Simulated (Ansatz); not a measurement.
# Cu (I4/mmm) in Ansatz: equation of state

Aim: energy against volume of Cu in PBE, for its equilibrium volume and stiffness.

All numbers are computed with Ansatz 0.2.0; they aren't measurements. Logs are shortened: lines on timing, memory, paths and dates and some standing lists are left out, and cuts for length are marked.

### Step 1. The structure

It takes space group I4/mmm (No. 139, tetragonal). The conventional cell has a = 2.886 Å, b = 2.886 Å, c = 2.752 Å, α = 90.00°, β = 90.00°, γ = 90.00°. Cu (site symmetry 4/mmm) has 10 Cu at 2.46 to 2.75 Å as nearest neighbours.

This isn't the form of Cu at room conditions, which is fcc.

### Step 2. Single point, PBE, 10.77 Å³/atom (volume scaled by 0.94)

input.yaml

```yaml
crystal:
  lattice:
    - [-1.413340294, 1.413340294, 1.3479902729]
    - [1.413340294, -1.413340294, 1.3479902729]
    - [1.413340294, 1.413340294, -1.3479902729]
  atoms:
    - { symbol: Cu, position: [0.0, 0.0, 0.0] }
hamiltonian:
  xc: pbe
  pseudopotentials: { kind: paw }
kpoints:
  mp_grid: { grid: [13, 13, 13] }
scf:
  occupations: { method: fermi_dirac, width: 0.05 }
output:
  forces: true
  stress: true
  eigenvalues: true
```

Potentials or basis: Ansatz PAW.

On the command line:

```sh
> ansatz run input.yaml --threads 1 --pin off --max-ram 2560MiB --backend cpu --events-out ev --progress --plain --runs-dir out
```

Standard output:

```text
Warning: RAYON_NUM_THREADS=1 ignored (pool sized by the plan → 1); use --threads N
Engine: ansatz 0.2.0, aarch64-unknown-linux-gnu
Pseudopotentials: kind: paw
Pseudopotential: Cu, paw, valence charge 19, recommended cutoff 420 eV (normal), Cu.paw.azcp
Functional definition: PBE
  parameter kappa = 0.804
  parameter beta = 0.06672455060314922
  exchange = pbe_x(kappa = kappa, mu = beta*pi^2/3)
  correlation = pbe_c(beta = beta)
Crystal: 1 atoms, lattice volume = 10.771 Å³
Basis set: ecut = 420 eV, 201 PW (Γ), exchange–correlation on 36×36×36 points (8 copies of the dense FFT grid, shifted against one another)
Bands: 14, of which v1, the nominal top of the filled ones, is band 10 counted from 1 (9 counted from 0)
Symmetry: 16 space group operations
Space group: I4/mmm (ITA 139), of the structure as read, at distance tolerance 2.2e-5 Å
k-points: 196 of 2197
Non-local potential: Cu, projectors of the file, l = 0: 3, l = 1: 2, l = 2: 3, l = 3: 1
PAW form: soft (Blöchl's): semilocal exchange-correlation on the pseudo side does not see the compensation charge
PAW one-centre angular grid: Cu, 590 points (default); XC on 64 Gauss nodes
Initial density: superposition of atomic densities (neutral atoms: chi_scale 0, normalization atom), corrected by the library's trained network
Initial wavefunctions: pseudopotential atomic-orbital guess
Functional: x = pbe(κ = 0.804, μ = 0.2195149727645171), c = pbe(β = 0.06672455060314922)
SCF iter   1: F=—  HF=-6625.074812 eV  |F-HF|=—  |Δ(HF+E_count)|=         —  Δρ=1.52e-3  dr2=9.71e-5  ethr=1.77e-3  ⟨swp⟩=5.3  Hψ=13949  notcnv=0
preconditioner: auto → none  [metal: Δε(μ)=0.071 eV  Ē_g=18.350 eV  σ=0.050 eV  W_gap=0.31  n_scr=0 (ndim 8)  ℏωp=37.5 eV  f_vac=0.000  D(μ)=0.28/eV (n_scr^D=0)]
SCF iter   2: F=—  HF=-6625.074976 eV  |F-HF|=—  |Δ(HF+E_count)|=   1.65e-4  Δρ=1.32e-3  dr2=7.40e-5  ethr=5.11e-7  ⟨swp⟩=2.3  Hψ=6331  notcnv=0
SCF iter   3: F=—  HF=-6625.074970 eV  |F-HF|=—  |Δ(HF+E_count)|=   6.57e-6  Δρ=5.59e-4  dr2=1.29e-5  ethr=3.90e-7  ⟨swp⟩=2.0  Hψ=3720  notcnv=0
SCF iter   4: F=—  HF=-6625.074974 eV  |F-HF|=—  |Δ(HF+E_count)|=   4.41e-6  Δρ=1.86e-4  dr2=6.18e-7  ethr=6.81e-8  ⟨swp⟩=2.1  Hψ=3620  notcnv=0
SCF iter   5: F=—  HF=-6625.074976 eV  |F-HF|=—  |Δ(HF+E_count)|=   1.23e-6  Δρ=5.78e-5  dr2=5.94e-8  ethr=3.25e-9  ⟨swp⟩=2.4  Hψ=3585  notcnv=0
SCF iter   6: F=-6625.074976 eV  HF=-6625.074976 eV  |F-HF|=2.58e-9  |Δ(HF+E_count)|=   1.30e-7  Δρ=8.95e-6  dr2=1.40e-9  ethr=3.13e-10  ⟨swp⟩=5.4  Hψ=12017  notcnv=0
SCF 1 converged in 6 iterations: F = -6625.074976 eV  dr2 = 1.40e-9
SCF converged after 6 iterations
Free energy (F): -6625.074976 eV
Harris-Foulkes:  -6625.074976 eV  (|F-HF|=2.58e-9)
Internal energy: -6625.072636 eV  (E = F + TS)
E sigma→0 (E₀):  -6625.073806 eV
Entropy (-TS):   -0.002340 eV (-2.340 meV/atom)
Fermi energy:    18.809462 eV
--- Per-component energies (eV) ---
  E_band       = -324.757090
  E_kinetic    = 301.288180
  E_local      = -3879.179616  (includes V_loc(G=0)·N_el)
  E_nonlocal   = 389.096501
  E_hartree    = 1715.364550
  E_xc         = -90.431314
  E_vxc        = -116.766392  (∫ρ·V_xc dr)
  E_paw        = -1661.883126  (= ΣΔE_a)
  E_vpaw       = -449.925967  (= ΣTr[D̂ρ^β])
  E_aug_tail   = 0.000357  (compensation charges beyond the density's cutoff)
  E_ewald      = -3399.328166
  E_smearing   = -0.002340  (= −TS)
  E_closure    = 0.000000  (closes the sum)
  Σ components = -6625.074976   (vs F -6625.074976, Δ=0.00e0)
--- Forces (eV/Å), atoms counted from 1 ---
  atom   1  Cu     0.00000000     0.00000000     0.00000000
  max |Σ_I F_I| component: 1.73e-31 eV/Å
--- Stress (GPa, compression-positive) ---
       19.597988       0.000000       0.000000
        0.000000      19.597988       0.000000
        0.000000       0.000000      20.224482
  P = ⅓ Tr σ = 19.8068 GPa (198.068 kbar)
--- Band table (eV; the first three rows and the last of 196) ---
  k-point 0: bands = ["-93.9599", "-51.2440", "-51.2424", "-51.2424", "8.7146", "15.3299", "15.5480", "15.5480", "16.5131", "16.7419", "44.3430", "44.3430", "45.6228", "48.6098"]
  k-point 1: bands = ["-93.9587", "-51.2516", "-51.2470", "-51.2422", "8.9507", "15.3330", "15.5047", "15.6448", "16.4646", "16.7372", "41.8113", "44.1459", "45.1378", "47.0666"]
  k-point 2: bands = ["-93.9550", "-51.2771", "-51.2553", "-51.2415", "9.6410", "15.3250", "15.3859", "15.9201", "16.3649", "16.7259", "37.6945", "42.8540", "44.2304", "44.9240"]
  k-point 195: bands = ["-93.9190", "-51.3651", "-51.3641", "-51.3510", "13.6754", "13.7358", "17.2175", "17.2556", "17.2568", "25.8652", "27.0075", "28.9166", "33.0231", "33.9851"]
```

Run time: 1.6 s. Hardware: 1 thread of Arm Neoverse V2, shared host; peak memory 0.28 GiB.

What came out:

* Free energy: -6625.0750 eV
* Pressure: 19.8 GPa
* Band gap on the k mesh: none (metal or under the smearing width)

### Step 3. Single point, PBE, 11.00 Å³/atom (volume scaled by 0.96)

input.yaml

```yaml
crystal:
  lattice:
    - [-1.4232937226, 1.4232937226, 1.3574834749]
    - [1.4232937226, -1.4232937226, 1.3574834749]
    - [1.4232937226, 1.4232937226, -1.3574834749]
  atoms:
    - { symbol: Cu, position: [0.0, 0.0, 0.0] }
hamiltonian:
  xc: pbe
  pseudopotentials: { kind: paw }
kpoints:
  mp_grid: { grid: [13, 13, 13] }
scf:
  occupations: { method: fermi_dirac, width: 0.05 }
output:
  forces: true
  stress: true
  eigenvalues: true
  write_density: true
  write_potential: true
  elf: true
  volumetric_format: npy
```

Potentials or basis: Ansatz PAW.

On the command line:

```sh
> ansatz run input.yaml --threads 1 --pin off --max-ram 2560MiB --backend cpu --events-out ev --progress --plain --runs-dir out
```

Run time: 2.1 s. Hardware: 1 thread of Arm Neoverse V2, shared host; peak memory 0.29 GiB.

The run converged. Its results:

| Item | Value |
| --- | --- |
| Free energy | -6625.0999 eV |
| Pressure | 15.2 GPa |
| Band gap on the k mesh | none (metal or under the smearing width) |

### Step 4. Single point, PBE, 11.23 Å³/atom (volume scaled by 0.98)

input.yaml

```yaml
crystal:
  lattice:
    - [-1.4331098516, 1.4331098516, 1.3668457257]
    - [1.4331098516, -1.4331098516, 1.3668457257]
    - [1.4331098516, 1.4331098516, -1.3668457257]
  atoms:
    - { symbol: Cu, position: [0.0, 0.0, 0.0] }
hamiltonian:
  xc: pbe
  pseudopotentials: { kind: paw }
kpoints:
  mp_grid: { grid: [13, 13, 13] }
scf:
  occupations: { method: fermi_dirac, width: 0.05 }
output:
  forces: true
  stress: true
  eigenvalues: true
```

On the command line:

```sh
> ansatz run input.yaml --threads 1 --pin off --max-ram 2560MiB --backend cpu --events-out ev --progress --plain --runs-dir out
```

Run time: 1.6 s. Hardware: 1 thread of Arm Neoverse V2, shared host; peak memory 0.29 GiB.

Results (log left out):

```
Free energy            : -6625.1186 eV
Pressure               : 11.0 GPa
Band gap on the k mesh : none (metal or under the smearing width)
```

### Step 5. Single point, PBE, 11.46 Å³/atom

input.yaml

```yaml
crystal:
  lattice:
    - [-1.44279332, 1.44279332, 1.37608145]
    - [1.44279332, -1.44279332, 1.37608145]
    - [1.44279332, 1.44279332, -1.37608145]
  atoms:
    - { symbol: Cu, position: [0.0, 0.0, 0.0] }
hamiltonian:
  xc: pbe
  pseudopotentials: { kind: paw }
kpoints:
  mp_grid: { grid: [13, 13, 13] }
scf:
  occupations: { method: fermi_dirac, width: 0.05 }
output:
  forces: true
  stress: true
  eigenvalues: true
  write_density: true
  write_potential: true
  elf: true
  volumetric_format: npy
```

On the command line:

```sh
> ansatz run input.yaml --threads 1 --pin off --max-ram 2560MiB --backend cpu --events-out ev --progress --plain --runs-dir out
```

Run time: 2.1 s. Hardware: 1 thread of Arm Neoverse V2, shared host; peak memory 0.29 GiB.

The run converged. Its results:

```
Free energy            : -6625.1316 eV
Pressure               : 7.3 GPa
Band gap on the k mesh : none (metal or under the smearing width)
```

### Step 6. Single point, PBE, 11.69 Å³/atom (volume scaled by 1.02)

input.yaml, as its differences from that of step 5:

```diff
@@ -2,5 +2,5 @@
   lattice:
-    - [-1.44279332, 1.44279332, 1.37608145]
-    - [1.44279332, -1.44279332, 1.37608145]
-    - [1.44279332, 1.44279332, -1.37608145]
+    - [-1.4523485211, 1.4523485211, 1.3851948378]
+    - [1.4523485211, -1.4523485211, 1.3851948378]
+    - [1.4523485211, 1.4523485211, -1.3851948378]
   atoms:
```

Potentials or basis: Ansatz PAW.

On the command line:

```sh
> ansatz run input.yaml --threads 1 --pin off --max-ram 2560MiB --backend cpu --events-out ev --progress --plain --runs-dir out
```

Wall time 2.2 s (1 thread of Arm Neoverse V2, shared host); peak memory 0.29 GiB.

The run converged. Its results:

```yaml
Free_energy: -6625.1397 eV
Pressure: 4.0 GPa
Band_gap_on_the_k_mesh: none (metal or under the smearing width)
```

### Step 7. Single point, PBE, 11.92 Å³/atom (volume scaled by 1.04)

input.yaml

```yaml
crystal:
  lattice:
    - [-1.4617796199, 1.4617796199, 1.3941898615]
    - [1.4617796199, -1.4617796199, 1.3941898615]
    - [1.4617796199, 1.4617796199, -1.3941898615]
  atoms:
    - { symbol: Cu, position: [0.0, 0.0, 0.0] }
hamiltonian:
  xc: pbe
  pseudopotentials: { kind: paw }
kpoints:
  mp_grid: { grid: [13, 13, 13] }
scf:
  occupations: { method: fermi_dirac, width: 0.05 }
output:
  forces: true
  stress: true
  eigenvalues: true
```

On the command line:

```sh
> ansatz run input.yaml --threads 1 --pin off --max-ram 2560MiB --backend cpu --events-out ev --progress --plain --runs-dir out
```

It took 1.6 s on 1 thread of Arm Neoverse V2, shared host; peak memory 0.29 GiB.

Results (log left out):

```
Free energy            : -6625.1434 eV
Pressure               : 1.1 GPa
Band gap on the k mesh : none (metal or under the smearing width)
```

### Step 8. Single point, PBE, 12.15 Å³/atom (volume scaled by 1.06)

input.yaml, as its differences from that of step 7:

```diff
@@ -2,5 +2,5 @@
   lattice:
-    - [-1.4617796199, 1.4617796199, 1.3941898615]
-    - [1.4617796199, -1.4617796199, 1.3941898615]
-    - [1.4617796199, 1.4617796199, -1.3941898615]
+    - [-1.4710905692, 1.4710905692, 1.4030702911]
+    - [1.4710905692, -1.4710905692, 1.4030702911]
+    - [1.4710905692, 1.4710905692, -1.4030702911]
   atoms:
```

On the command line:

```sh
> ansatz run input.yaml --threads 1 --pin off --max-ram 2560MiB --backend cpu --events-out ev --progress --plain --runs-dir out
```

Run time: 1.8 s. Hardware: 1 thread of Arm Neoverse V2, shared host; peak memory 0.28 GiB.

Results (log left out):

| Quantity | Value |
| --- | --- |
| Free energy | -6625.1431 eV |
| Pressure | -1.5 GPa |
| Band gap on the k mesh | none (metal or under the smearing width) |

### Step 9. Equation of state, PBE

Potentials or basis: Ansatz PAW.

This step only gathers the single runs of the series.

Results:

```yaml
Equilibrium_volume: 12.01 Å³/atom
Bulk_modulus_at_fixed_shape_and_positions: 138 GPa
Pressure_derivative_of_the_bulk_modulus: 5.0
```

Energy against volume, from the lowest point:
```csv
volume (Å³/atom),energy (meV/atom)
10.771,68.40
11.000,43.46
11.229,24.81
11.458,11.74
11.687,3.66
11.916,0.00
12.146,0.30
```

Caveat: the cell was scaled at fixed shape and fractional positions, which overstates the stiffness of a crystal with free parameters, most of all of layers and chains.
